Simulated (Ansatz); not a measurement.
# Cobalt, simple cubic under LDA: ground state and equation of state, part 2 of 3

Aim: take cobalt in the simple cubic structure, relax it, solve it on a dense k-mesh, switch on spin-orbit coupling, then scale the cell to 7 volumes from 88 to 112 % of the relaxed one and try a fit of the equation of state. The start is ferromagnetic. The k-meshes are 14×14×14 for the relaxation; 23×23×23 for the dense run; 14×14×14 for spin-orbit coupling; 16×16×16 for the volumes.

Ansatz 0.2.0; DFT, LDA (PW92), plane waves (420 eV) with PAW, scalar-relativistic.

**4. With spin-orbit coupling**

This is Co in the simple cubic structure; at room conditions it is hcp.

input.yaml reads:

```yaml
crystal:
  lattice:
    - [2.2550773701, 0.0, 0.0]
    - [0.0, 2.2550773701, 0.0]
    - [0.0, 0.0, 2.2550773701]
  atoms:
    - { symbol: Co, position: [0.0, 0.0, 0.0], spin: 1.546, spin_axis: [0, 0, 1] }
hamiltonian:
  xc: lda
  pseudopotentials:
    kind: paw_fr
    azcp:
      Co: "pseudopotentials/Co.paw.azcp"
basis:
  ecutwfc: 420
  fft_grid_basis: typed
kpoints:
  mp_grid: { grid: [14, 14, 14], shift: [0, 0, 0] }
magnetization:
  noncollinear: true
  spin_orbit: true
scf:
  occupations: { method: fermi_dirac, width: 0.05 }
```

The program printed, cut to the lines that bear on the results:

```text
Warning: <dir> the record states the generating functional pbe (its physics header spells it `PBE`), which answers neither for hamiltonian.xc's functional nor for the lda family's — results may be inconsistent (PPs are generated against a specific XC)
Warning: RAYON_NUM_THREADS=2 ignored (pool sized by the plan → 2); use --threads N
[...]
Pseudopotentials: kind: paw_fr
Pseudopotential: Co, paw_fr, valence charge 17, recommended cutoff 420 eV (normal), <dir>
Functional definition: SPW92
[...]
Crystal: 1 atoms, lattice volume = 11.468 Å³
Basis set: ecut = 420 eV, 251 PW (Γ)
[...]
SCF iter  14: F=-5062.131034 eV  HF=-5062.131034 eV  |F-HF|=2.55e-11  |Δ(HF+E_count)|=   2.08e-8  Δρ=3.00e-6  dr2=1.61e-10  dr2_m=2.37e-10  ethr=5.88e-10  |M|=1.52e0 ∫|m|=1.56e0 μB  |m|>n=0.0e0 m-floor=0.0e0 τ_xc=9.6e-20  ⟨swp⟩=2.3  Hψ=13879  notcnv=0
[...]
SCF converged after 14 iterations
Magnetization: |M| = 1.5220 μB,  M = (+0.0000, +0.0000, +1.5220) μB
Absolute magnetization: 1.5589 μB (∫|m|, with the PAW one-centre terms)
  site 0: m = (-0.0000, +0.0000, +1.5105) μB, |m| = 1.5105 μB  (R = 0.93 Å)
Free energy (F): -5062.131034 eV
[...]
E sigma→0 (E₀):  -5062.124980 eV
Entropy (-TS):   -0.012109 eV (-12.109 meV/atom)
Fermi energy:    17.231745 eV
[...]
```

Wall time 12 s (2 threads of Arm Neoverse V2, shared host); peak memory 0.45 GiB.

With and without spin-orbit coupling:

|  | scalar-relativistic | with spin-orbit coupling |
| --- | --- | --- |
| k-mesh | 23×23×23 | 14×14×14 |
| gap on the mesh | none (levels filled in part) | none (levels filled in part) |
| magnetic state | ferromagnetic | ferromagnetic |

The meshes differ, so small differences between the columns need not come from spin-orbit coupling.

**5. At 88 % of the relaxed volume**

input.yaml reads:

```yaml
crystal:
  lattice:
    - [2.161004498, 0.0, 0.0]
    - [0.0, 2.161004498, 0.0]
    - [0.0, 0.0, 2.161004498]
  atoms:
    - { symbol: Co, position: [0.0, 0.0, 0.0], spin: 1.546 }
hamiltonian:
  xc: lda
  pseudopotentials:
    kind: paw
    azcp:
      Co: "pseudopotentials/Co.paw.azcp"
basis:
  ecutwfc: 420
  fft_grid_basis: typed
kpoints:
  mp_grid: { grid: [16, 16, 16], shift: [0, 0, 0] }
magnetization:
  spin_polarized: true
scf:
  occupations: { method: fermi_dirac, width: 0.05 }
  lower_state_search: "off"
output:
  stress: true
```

The program printed, cut to the lines that bear on the results:

```text
Warning: <dir> the record states the generating functional pbe (its physics header spells it `PBE`), which answers neither for hamiltonian.xc's functional nor for the lda family's — results may be inconsistent (PPs are generated against a specific XC)
Warning: RAYON_NUM_THREADS=2 ignored (pool sized by the plan → 2); use --threads N
[...]
[... 3 set-up lines as earlier in the session ...]
[...]
Crystal: 1 atoms, lattice volume = 10.092 Å³
Basis set: ecut = 420 eV, 203 PW (Γ)
[...]
SCF converged after 14 iterations
Magnetization: 1.3563 μB (9.1781 up, 7.8219 down)
Absolute magnetization: 1.3838 μB (∫|ρ↑−ρ↓|, with the PAW one-centre terms)
Spin contamination: 0.0071 ħ² per cell (⟨S²⟩ above its minimum at these occupations)
Per-site moments (μB) at R_I (Å): [(1.334794959174964, 0.891414355425)]
Free energy (F): -5061.762748 eV
[...]
E sigma→0 (E₀):  -5061.757839 eV
Entropy (-TS):   -0.009818 eV (-9.818 meV/atom)
Fermi energy:    20.166313 eV
[...]
--- Stress (GPa, compression-positive) ---
       33.596123      -0.000000       0.000000
        0.000000      33.596123       0.000000
        0.000000       0.000000      33.596123
  P = ⅓ Tr σ = 33.5961 GPa (335.961 kbar)
```

Wall time 2.1 s (2 threads of Arm Neoverse V2, shared host); peak memory 0.26 GiB.

**6. At 92 % of the relaxed volume**

Edit input.yaml of step 5 so:

```diff
@@ -2,5 +2,5 @@
   lattice:
-    - [2.161004498, 0.0, 0.0]
-    - [0.0, 2.161004498, 0.0]
-    - [0.0, 0.0, 2.161004498]
+    - [2.1932630524, 0.0, 0.0]
+    - [0.0, 2.1932630524, 0.0]
+    - [0.0, 0.0, 2.1932630524]
   atoms:
@@ -25 +25,5 @@
   stress: true
+  write_density: true
+  write_potential: true
+  elf: true
+  volumetric_format: npy
```

The program printed:

```text
Warning: <dir> the record states the generating functional pbe (its physics header spells it `PBE`), which answers neither for hamiltonian.xc's functional nor for the lda family's — results may be inconsistent (PPs are generated against a specific XC)
Warning: RAYON_NUM_THREADS=2 ignored (pool sized by the plan → 2); use --threads N
[... 6 set-up lines as earlier in the session ...]
Crystal: 1 atoms, lattice volume = 10.550 Å³
Basis set: ecut = 420 eV, 203 PW (Γ)
Bands: 14, of which v1, the nominal top of the filled ones, is band 9 counted from 1 (8 counted from 0)
[... 1 set-up line as earlier in the session ...]
Space group: Pm-3m (ITA 221), of the structure as read, at distance tolerance 2.2e-5 Å
Magnetic group: BNS 221.92 (UNI 1594), of the structure as read, at distance tolerance 2.2e-5 Å
k-points: 165 of 4096
[... 5 set-up lines as earlier in the session ...]
Starting moments: Σ|m| = 1.546 μB on 1 of 1 site
[... 2 set-up lines as earlier in the session ...]
iter 1 solved again at ethr=1.74e-4 eV; its pass at ethr=3.10e-3 eV (dr2=2.96e-2 eV) is discarded
SCF iter   1: F=—  HF=-5061.792294 eV  |F-HF|=—  |Δ(HF+E_count)|=         —  Δρ=3.34e-2 (↑2.26e-2 ↓3.34e-2)  dr2=2.97e-2  dr2_m=6.39e-2  M=1.417 μB ∫|m|=1.423 μB  β_m=1.00  ethr=1.74e-4  ⟨swp⟩=1.0  Hψ=30316  notcnv=0
preconditioner: auto → none  [metal: Δε(μ)=0.028 eV  Ē_g=16.677 eV  σ=0.050 eV  W_gap=0.14  n_scr=6 (ndim 8)  ℏωp=34.3 eV  f_vac=0.000  D(μ)=1.29/eV (n_scr^D=18)  sad-step TF]
SCF iter   2: F=—  HF=-5061.805471 eV  |F-HF|=—  |Δ(HF+E_count)|=   1.32e-2  Δρ=1.01e-2 (↑8.24e-3 ↓1.01e-2)  dr2=1.83e-2  dr2_m=8.12e-4  M=1.399 μB ∫|m|=1.422 μB  β_m=1.00  ethr=1.74e-4  ⟨swp⟩=2.4  Hψ=7664  notcnv=0
SCF iter   3: F=—  HF=-5061.816412 eV  |F-HF|=—  |Δ(HF+E_count)|=   1.09e-2  Δρ=2.70e-3 (↑2.70e-3 ↓2.64e-3)  dr2=2.06e-3  dr2_m=7.23e-5  M=1.399 μB ∫|m|=1.426 μB  β_m=1.00  ethr=1.08e-4  ⟨swp⟩=2.1  Hψ=8147  notcnv=0
SCF iter   4: F=—  HF=-5061.827214 eV  |F-HF|=—  |Δ(HF+E_count)|=   1.08e-2  Δρ=2.37e-3 (↑2.37e-3 ↓1.56e-3)  dr2=6.01e-4  dr2_m=3.06e-5  M=1.401 μB ∫|m|=1.429 μB  β_m=1.00  ethr=1.21e-5  ⟨swp⟩=2.3  Hψ=8826  notcnv=0
SCF iter   5: F=—  HF=-5061.831979 eV  |F-HF|=—  |Δ(HF+E_count)|=   4.76e-3  Δρ=1.37e-3 (↑3.62e-4 ↓1.37e-3)  dr2=1.43e-4  dr2_m=3.38e-5  M=1.405 μB ∫|m|=1.434 μB  β_m=1.00  ethr=3.54e-6  ⟨swp⟩=2.0  Hψ=7972  notcnv=0
SCF iter   6: F=—  HF=-5061.834790 eV  |F-HF|=—  |Δ(HF+E_count)|=   2.81e-3  Δρ=7.23e-4 (↑2.03e-4 ↓7.23e-4)  dr2=2.80e-5  dr2_m=1.38e-5  M=1.407 μB ∫|m|=1.436 μB  β_m=1.00  ethr=8.39e-7  ⟨swp⟩=2.6  Hψ=6678  notcnv=0
SCF iter   7: F=—  HF=-5061.836392 eV  |F-HF|=—  |Δ(HF+E_count)|=   1.60e-3  Δρ=3.66e-4 (↑2.19e-4 ↓3.66e-4)  dr2=2.08e-6  dr2_m=7.19e-6  M=1.409 μB ∫|m|=1.438 μB  β_m=1.00  ethr=1.65e-7  ⟨swp⟩=2.2  Hψ=7002  notcnv=0
SCF iter   8: F=—  HF=-5061.837271 eV  |F-HF|=—  |Δ(HF+E_count)|=   8.78e-4  Δρ=3.08e-4 (↑1.84e-4 ↓3.08e-4)  dr2=1.04e-6  dr2_m=5.42e-6  M=1.410 μB ∫|m|=1.440 μB  β_m=0.30  ethr=1.23e-8  ⟨swp⟩=2.0  Hψ=7554  notcnv=0
Mixer restart at iter 8: flushing history
spin-set hold released at iteration 8 (site moments contracting): the magnetisation degrees of freedom join the quasi-Newton model from the next iteration; the mixer history was flushed
SCF iter   9: F=—  HF=-5061.837781 eV  |F-HF|=—  |Δ(HF+E_count)|=   5.10e-4  Δρ=4.08e-4 (↑3.23e-4 ↓4.08e-4)  dr2=7.67e-7  dr2_m=1.22e-5  M=1.411 μB ∫|m|=1.441 μB  β_m=0.65  ethr=6.10e-9  ⟨swp⟩=2.0  Hψ=7433  notcnv=0
SCF iter  10: F=—  HF=-5061.838318 eV  |F-HF|=—  |Δ(HF+E_count)|=   5.38e-4  Δρ=5.28e-4 (↑2.99e-4 ↓5.28e-4)  dr2=3.34e-6  dr2_m=1.62e-5  M=1.415 μB ∫|m|=1.446 μB  β_m=0.82  ethr=4.51e-9  ⟨swp⟩=3.1  Hψ=8937  notcnv=0
SCF iter  11: F=—  HF=-5061.838341 eV  |F-HF|=—  |Δ(HF+E_count)|=   2.27e-5  Δρ=7.18e-4 (↑7.18e-4 ↓5.32e-4)  dr2=8.64e-5  dr2_m=9.58e-7  M=1.416 μB ∫|m|=1.447 μB  β_m=0.57  ethr=4.51e-9  ⟨swp⟩=3.1  Hψ=8816  notcnv=0  recentre
SCF iter  12: F=—  HF=-5061.838321 eV  |F-HF|=—  |Δ(HF+E_count)|=   2.02e-5  Δρ=9.86e-5 (↑4.17e-5 ↓9.86e-5)  dr2=1.58e-7  dr2_m=4.66e-7  M=1.417 μB ∫|m|=1.447 μB  β_m=0.77  ethr=4.51e-9  ⟨swp⟩=3.1  Hψ=8416  notcnv=0
iter 13 did not close the SCF: its close was put off for a magnetic moment that had not settled (scf_convergence_deferred on its scf_iter line)
SCF iter  13: F=-5061.838321 eV  HF=-5061.838321 eV  |F-HF|=8.96e-10  |Δ(HF+E_count)|=   1.05e-7  Δρ=2.06e-5 (↑2.06e-5 ↓1.73e-5)  dr2=1.88e-8  dr2_m=2.56e-8  M=1.417 μB ∫|m|=1.447 μB  β_m=0.89  ethr=5.88e-10  ⟨swp⟩=7.8  Hψ=27094  notcnv=0
SCF iter  14: F=-5061.838321 eV  HF=-5061.838321 eV  |F-HF|=2.20e-10  |Δ(HF+E_count)|=   1.23e-8  Δρ=1.84e-6 (↑7.73e-7 ↓1.84e-6)  dr2=2.20e-10  dr2_m=8.28e-11  M=1.417 μB ∫|m|=1.447 μB  ethr=1.10e-10  ⟨swp⟩=4.8  Hψ=21257  notcnv=0
SCF 1 converged in 14 iterations: F = -5061.838321 eV  dr2 = 2.20e-10
SCF converged after 14 iterations
Magnetization: 1.4169 μB (9.2084 up, 7.7916 down)
Absolute magnetization: 1.4474 μB (∫|ρ↑−ρ↓|, with the PAW one-centre terms)
Spin contamination: 0.0081 ħ² per cell (⟨S²⟩ above its minimum at these occupations)
Per-site moments (μB) at R_I (Å): [(1.3986289422975409, 0.9047210091149999)]
Free energy (F): -5061.838321 eV
Harris-Foulkes:  -5061.838321 eV  (|F-HF|=2.20e-10)
Internal energy: -5061.827844 eV  (E = F + TS)
E sigma→0 (E₀):  -5061.833082 eV
Entropy (-TS):   -0.010477 eV (-10.477 meV/atom)
Fermi energy:    19.098604 eV
--- Per-component energies (eV) ---
  E_band       = -236.932320
  E_kinetic    = 458.990299
  E_local      = -2899.515584  (includes V_loc(G=0)·N_el)
  E_nonlocal   = 463.849177
  E_hartree    = 1221.022061
  E_xc         = -158.301857
  E_vxc        = -205.523500  (∫ρ·V_xc dr)
  E_paw        = -1456.545965  (= ΣΔE_a)
  E_vpaw       = -496.777910  (= ΣTr[D̂ρ^β])
  E_aug_tail   = 0.000041  (compensation charges beyond the density's cutoff)
  E_ewald      = -2691.744266
  E_core_change = 0.418251  (= ΣΔE_core)
  E_smearing   = -0.010477  (= −TS)
  E_closure    = 0.000000  (closes the sum)
  Σ components = -5061.838321   (vs F -5061.838321, Δ=0.00e0)
--- Stress (GPa, compression-positive) ---
       19.746119      -0.000000       0.000000
        0.000000      19.746119       0.000000
        0.000000       0.000000      19.746119
  P = ⅓ Tr σ = 19.7461 GPa (197.461 kbar)
--- Band table (eV; the first three rows and the last of 330) ---
  k-point 0 ↑: bands = ["-76.1851", "-39.5134", "-39.5134", "-39.5134", "9.7819", "14.1564", "14.1564", "18.7444", "18.7444", "18.7444", "40.2945", "40.2945", "40.2945", "44.7010"]
  k-point 1 ↑: bands = ["-76.1816", "-39.5376", "-39.5114", "-39.5114", "9.9160", "14.1791", "14.2341", "18.6788", "18.6788", "18.7497", "38.7372", "40.4787", "40.4787", "44.6876"]
  k-point 2 ↑: bands = ["-76.1716", "-39.6062", "-39.5055", "-39.5055", "10.3084", "14.2441", "14.4620", "18.4952", "18.4952", "18.7646", "36.0347", "41.0192", "41.0192", "44.6472"]
  k-point 164 ↓: bands = ["-74.2745", "-38.4049", "-38.4049", "-38.4049", "15.6407", "15.6407", "15.6407", "21.4236", "21.4236", "32.7353", "33.1185", "33.1185", "33.1185", "38.5620"]
```

Wall time 2.7 s (2 threads of Arm Neoverse V2, shared host); peak memory 0.27 GiB.

Density in a lattice plane of the grid's cell (edges 2.19 and 2.19 Å, at 0.000 of the third edge), which holds Co. It is the smooth density of the valence electrons, not physical close to the nuclei.

Ten even steps from ' ' (0.25 e/Å³) to '@' (57.00 e/Å³):
```
%%##++==::..                          ..::==++##
**++==--::..                          ..::--==++
----::::..                              ..::::--
::......                                  ......
..                                              
                                                
                                                
                                                
                                                
                                                
                                                
                                                
                                                
                                                
..                                              
::......                                  ......
----::::..                              ..::::--
**++==--::..                          ..::--==++
%%##++==::..                          ..::==++##
@@%%##++--....                      ....--++##%%
```
Columns run along the first of these edges and rows up along the second, over one cell in 24 and 20 even steps from the bottom left corner. Atoms in the plane (fractional): Co at (0.00, 0.00).

Spin density (up less down) in a lattice plane of the grid's cell (edges 2.19 and 2.19 Å, at 0.000 of the third edge), which holds Co.

Values in e/Å³, 12 rows by 12 columns:
```
 4.17  2.91  1.19  0.36  0.09  0.03  0.01  0.03  0.09  0.36  1.19  2.91
 1.52  1.19  0.63  0.26  0.09  0.02  0.01  0.02  0.09  0.26  0.63  1.19
 0.38  0.36  0.26  0.14  0.06  0.01  0.00  0.01  0.06  0.14  0.26  0.36
 0.08  0.09  0.09  0.06  0.02  0.00  0.00  0.00  0.02  0.06  0.09  0.09
 0.02  0.03  0.02  0.01  0.00  0.00 -0.01  0.00  0.00  0.01  0.02  0.03
 0.01  0.01  0.01  0.00  0.00 -0.01 -0.01 -0.01  0.00  0.00  0.01  0.01
 0.02  0.03  0.02  0.01  0.00  0.00 -0.01  0.00  0.00  0.01  0.02  0.03
 0.08  0.09  0.09  0.06  0.02  0.00  0.00  0.00  0.02  0.06  0.09  0.09
 0.38  0.36  0.26  0.14  0.06  0.01  0.00  0.01  0.06  0.14  0.26  0.36
 1.52  1.19  0.63  0.26  0.09  0.02  0.01  0.02  0.09  0.26  0.63  1.19
 4.17  2.91  1.19  0.36  0.09  0.03  0.01  0.03  0.09  0.36  1.19  2.91
 6.27  4.17  1.52  0.38  0.08  0.02  0.01  0.02  0.08  0.38  1.52  4.17
```
Columns run along the first of these edges and rows up along the second, over one cell in 12 and 12 even steps from the bottom left corner. Atoms in the plane (fractional): Co at (0.00, 0.00).

**7. At 96 % of the relaxed volume**

Edit input.yaml of step 6 so:

```diff
@@ -2,5 +2,5 @@
   lattice:
-    - [2.1932630524, 0.0, 0.0]
-    - [0.0, 2.1932630524, 0.0]
-    - [0.0, 0.0, 2.1932630524]
+    - [2.2245996154, 0.0, 0.0]
+    - [0.0, 2.2245996154, 0.0]
+    - [0.0, 0.0, 2.2245996154]
   atoms:
@@ -25,5 +25 @@
   stress: true
-  write_density: true
-  write_potential: true
-  elf: true
-  volumetric_format: npy
```

The program printed, cut to the lines that bear on the results:

```text
Warning: <dir> the record states the generating functional pbe (its physics header spells it `PBE`), which answers neither for hamiltonian.xc's functional nor for the lda family's — results may be inconsistent (PPs are generated against a specific XC)
Warning: RAYON_NUM_THREADS=2 ignored (pool sized by the plan → 2); use --threads N
[...]
[... 3 set-up lines as earlier in the session ...]
[...]
Crystal: 1 atoms, lattice volume = 11.009 Å³
Basis set: ecut = 420 eV, 203 PW (Γ)
[...]
SCF converged after 14 iterations
Magnetization: 1.4928 μB (9.2464 up, 7.7536 down)
Absolute magnetization: 1.5266 μB (∫|ρ↑−ρ↓|, with the PAW one-centre terms)
Spin contamination: 0.0095 ħ² per cell (⟨S²⟩ above its minimum at these occupations)
Per-site moments (μB) at R_I (Å): [(1.4776166229882974, 0.9176473413524999)]
Free energy (F): -5061.878831 eV
[...]
E sigma→0 (E₀):  -5061.873021 eV
Entropy (-TS):   -0.011618 eV (-11.618 meV/atom)
Fermi energy:    18.123599 eV
[...]
--- Stress (GPa, compression-positive) ---
        9.022714      -0.000000       0.000000
        0.000000       9.022714      -0.000000
        0.000000      -0.000000       9.022714
  P = ⅓ Tr σ = 9.0227 GPa (90.227 kbar)
```

Run time: 2.3 s. Hardware: 2 threads of Arm Neoverse V2, shared host; peak memory 0.27 GiB.

**8. At 100 % of the relaxed volume**

Edit input.yaml of step 7 so:

```diff
@@ -2,5 +2,5 @@
   lattice:
-    - [2.2245996154, 0.0, 0.0]
-    - [0.0, 2.2245996154, 0.0]
-    - [0.0, 0.0, 2.2245996154]
+    - [2.2550773701, 0.0, 0.0]
+    - [0.0, 2.2550773701, 0.0]
+    - [0.0, 0.0, 2.2550773701]
   atoms:
```

The program printed, cut to the lines that bear on the results:

```text
Warning: <dir> the record states the generating functional pbe (its physics header spells it `PBE`), which answers neither for hamiltonian.xc's functional nor for the lda family's — results may be inconsistent (PPs are generated against a specific XC)
Warning: RAYON_NUM_THREADS=2 ignored (pool sized by the plan → 2); use --threads N
[...]
[... 3 set-up lines as earlier in the session ...]
[...]
Crystal: 1 atoms, lattice volume = 11.468 Å³
Basis set: ecut = 420 eV, 251 PW (Γ)
[...]
SCF converged after 14 iterations
Magnetization: 1.5638 μB (9.2819 up, 7.7181 down)
Absolute magnetization: 1.6002 μB (∫|ρ↑−ρ↓|, with the PAW one-centre terms)
Spin contamination: 0.0109 ħ² per cell (⟨S²⟩ above its minimum at these occupations)
Per-site moments (μB) at R_I (Å): [(1.5509923138358885, 0.9302194151662501)]
Free energy (F): -5061.892023 eV
[...]
E sigma→0 (E₀):  -5061.885864 eV
Entropy (-TS):   -0.012319 eV (-12.319 meV/atom)
Fermi energy:    17.227638 eV
[...]
--- Stress (GPa, compression-positive) ---
        0.507493       0.000000       0.000000
        0.000000       0.507493       0.000000
        0.000000      -0.000000       0.507493
  P = ⅓ Tr σ = 0.5075 GPa (5.075 kbar)
```

It took 2.1 s on 2 threads of Arm Neoverse V2, shared host; peak memory 0.27 GiB.

**9. At 104 % of the relaxed volume**

Edit input.yaml of step 8 so:

```diff
@@ -2,5 +2,5 @@
   lattice:
-    - [2.2550773701, 0.0, 0.0]
-    - [0.0, 2.2550773701, 0.0]
-    - [0.0, 0.0, 2.2550773701]
+    - [2.2847528438, 0.0, 0.0]
+    - [0.0, 2.2847528438, 0.0]
+    - [0.0, 0.0, 2.2847528438]
   atoms:
@@ -25 +25,5 @@
   stress: true
+  write_density: true
+  write_potential: true
+  elf: true
+  volumetric_format: npy
```

The program printed, cut to the lines that bear on the results:

```text
Warning: <dir> the record states the generating functional pbe (its physics header spells it `PBE`), which answers neither for hamiltonian.xc's functional nor for the lda family's — results may be inconsistent (PPs are generated against a specific XC)
Warning: RAYON_NUM_THREADS=2 ignored (pool sized by the plan → 2); use --threads N
[...]
[... 3 set-up lines as earlier in the session ...]
[...]
Crystal: 1 atoms, lattice volume = 11.927 Å³
Basis set: ecut = 420 eV, 251 PW (Γ)
[...]
Per-site moments (μB) at R_I (Å): [(1.6204465066590792, 0.9424605480675001)]
Free energy (F): -5061.883445 eV
[...]
E sigma→0 (E₀):  -5061.876968 eV
Entropy (-TS):   -0.012956 eV (-12.956 meV/atom)
Fermi energy:    16.399364 eV
[...]
--- Stress (GPa, compression-positive) ---
       -6.239298       0.000000       0.000000
        0.000000      -6.239298       0.000000
        0.000000       0.000000      -6.239298
  P = ⅓ Tr σ = -6.2393 GPa (-62.393 kbar)
--- Band table (eV; the first three rows and the last of 330) ---
  k-point 0 ↑: bands = ["-78.8765", "-42.3153", "-42.3153", "-42.3153", "7.7813", "11.9429", "11.9429", "15.7252", "15.7252", "15.7252", "35.9875", "35.9875", "35.9875", "40.0291"]
[...]
```

Wall time 2.9 s (2 threads of Arm Neoverse V2, shared host); peak memory 0.28 GiB.

**10. At 108 % of the relaxed volume**

Edit input.yaml of step 9 so:

```diff
@@ -2,5 +2,5 @@
   lattice:
-    - [2.2847528438, 0.0, 0.0]
-    - [0.0, 2.2847528438, 0.0]
-    - [0.0, 0.0, 2.2847528438]
+    - [2.3136768364, 0.0, 0.0]
+    - [0.0, 2.3136768364, 0.0]
+    - [0.0, 0.0, 2.3136768364]
   atoms:
```

The program printed, cut to the lines that bear on the results:

```text
Warning: <dir> the record states the generating functional pbe (its physics header spells it `PBE`), which answers neither for hamiltonian.xc's functional nor for the lda family's — results may be inconsistent (PPs are generated against a specific XC)
Warning: RAYON_NUM_THREADS=2 ignored (pool sized by the plan → 2); use --threads N
[...]
[... 3 set-up lines as earlier in the session ...]
[...]
Crystal: 1 atoms, lattice volume = 12.385 Å³
Basis set: ecut = 420 eV, 251 PW (Γ)
[...]
Per-site moments (μB) at R_I (Å): [(1.6955014023326305, 0.954391695015)]
Free energy (F): -5061.857730 eV
[...]
E sigma→0 (E₀):  -5061.850893 eV
Entropy (-TS):   -0.013675 eV (-13.675 meV/atom)
Fermi energy:    15.639394 eV
[...]
--- Stress (GPa, compression-positive) ---
      -11.449671       0.000000       0.000000
        0.000000     -11.449671       0.000000
        0.000000       0.000000     -11.449671
  P = ⅓ Tr σ = -11.4497 GPa (-114.497 kbar)
--- Band table (eV; the first three rows and the last of 330) ---
  k-point 0 ↑: bands = ["-79.6513", "-43.1162", "-43.1162", "-43.1162", "7.2226", "11.3046", "11.3046", "14.8629", "14.8629", "14.8629", "34.7460", "34.7460", "34.7460", "38.6875"]
[...]
```

Wall time 2.9 s (2 threads of Arm Neoverse V2, shared host); peak memory 0.28 GiB.

[end of part 2 of 3]
